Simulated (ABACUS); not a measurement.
The system is CdF2.

```
Cd F
1.0
     0.00000    2.69400    2.69400
     2.69400    0.00000    2.69400
     2.69400    2.69400    0.00000
Cd F
1 2
Direct
  0.00000 0.00000 0.00000
  0.75000 0.75000 0.75000
  0.25000 0.25000 0.25000
```

- Program: ABACUS 3.10.1
- Task: single point
- Functional: PBEsol
- Potentials or basis: PseudoDojo NC SR 0.4.1 PBEsol standard
- Cutoff: 1401 eV
- Density cutoff: 5606 eV
- Basis: plane waves
- k mesh: 9 × 9 × 9
- Occupations: fermi-dirac, width 0.05 eV
- Spin: no spin polarisation

On this cell: pressure -0.4 GPa; largest force zero by symmetry; band gap on the k mesh 2.98 eV, indirect (least direct gap 3.44 eV).

The same run follows on a disturbed copy (atoms moved at random, drawn with an rms of 0.05 Å):

```
Cd F
1.0
     0.00000    2.69400    2.69400
     2.69400    0.00000    2.69400
     2.69400    2.69400    0.00000
Cd F
1 2
Direct
  0.00158 0.99951 0.01010
  0.76521 0.75266 0.74915
  0.27464 0.23776 0.23702
```

Problem. What does the disturbed cell give?

Solution. The energy moves by +6.7 meV/atom; pressure 0.0 GPa; largest force 0.375 eV/Å; band gap on the k mesh 2.97 eV, indirect (least direct gap 3.39 eV).

Forces in eV/Å, atoms in the order of the input:
```
Cd  -0.275  0.042  0.186
F   -0.096 -0.019 -0.136
F    0.371 -0.023 -0.050
```

Stress tensor (GPa, compression positive):
```
 0.09  0.06 -0.17
 0.06  0.02  0.55
-0.17  0.55 -0.03
```

Caveats: an odd mesh through Γ misses points on the zone boundary, where band edges often lie.
